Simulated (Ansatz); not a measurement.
Crystal: SrO.

```
CELL_PARAMETERS angstrom
0.00000 2.56630 2.56630
2.56630 0.00000 2.56630
2.56630 2.56630 0.00000
ATOMIC_POSITIONS crystal
Sr 0.50000 0.50000 0.50000
O 0.00000 0.00000 0.00000
```

Program: Ansatz 0.2.0. Alike in all runs: potentials or basis Ansatz PAW; no spin polarisation; cell as given; k mesh 5 × 5 × 5; the mesh is coarse, so values aren't converged.

Q: Order these runs on this cell by their band gap on the k mesh, lowest first.
A. level r2SCAN0; cutoff (eV) 500; smearing fermi-dirac 0.05 eV; points for each segment of the path 4
B. level r2SCAN50; cutoff (eV) 500; smearing fermi-dirac 0.05 eV; points for each segment of the path 4
C. level HF; cutoff (eV) 420; smearing fermi-dirac 0.05 eV; points for each segment of the path 4
D. level HSE06+D3(BJ); cutoff (eV) 420; smearing gaussian 0.05 eV
E. level r2SCANh; cutoff (eV) 500; smearing fermi-dirac 0.05 eV; points for each segment of the path 4

A: E (4.80 eV), D (4.99 eV), A (6.05 eV), B (8.18 eV), C (13.10 eV).

Caveats: all runs use coarse meshes; the k mesh misses the band edges, so the gap on the mesh is wider than the one along the path (some runs); odd divisions of the mesh miss points on the zone boundary, where band edges often lie, so the gap on the mesh can be too wide (some runs).
